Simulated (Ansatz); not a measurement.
The system is CdSe.

```
Cd Se
1.0
     0.00000    3.07027    3.07027
     3.07027    0.00000    3.07027
     3.07027    3.07027    0.00000
Cd Se
1 1
Direct
  0.00000 0.00000 0.00000
  0.25000 0.25000 0.25000
```

Measurements of this composition are mostly on another form, of space group No. 186.

```yaml
Program: Ansatz 0.2.0
Task: relaxation of cell and atoms
Functional: PBE
Potentials_or_basis: all-electron LAPW, scalar-relativistic
Basis_error_allowed: 0.001 eV/atom
k_mesh: 8 × 8 × 8
Occupations: fermi-dirac, width 0.05 eV
Spin: no spin polarisation
```

At the start: volume 28.94 Å³/atom.

Q: How do energy, volume and symmetry change on relaxing?

A: Over 4 steps the energy falls by 3.2 meV/atom and the volume is 29.75 Å³/atom (+2.8 %); space group F-43m (No. 216, to 0.05 Å).

Step by step:
```csv
step,energy change (eV),largest force (eV/Å),volume (Å³)
1,0.0000,0.0000,57.88
2,-0.0059,0.0000,59.93
3,-0.0064,0.0000,59.51
4,-0.0064,0.0000,59.51
```

Final structure:
```
Cd Se
1.0
     0.00000    3.09871    3.09871
     3.09871    0.00000    3.09871
     3.09871    3.09871    0.00000
Cd Se
1 1
Direct
  0.00000 0.00000 0.00000
  0.25000 0.25000 0.25000
```
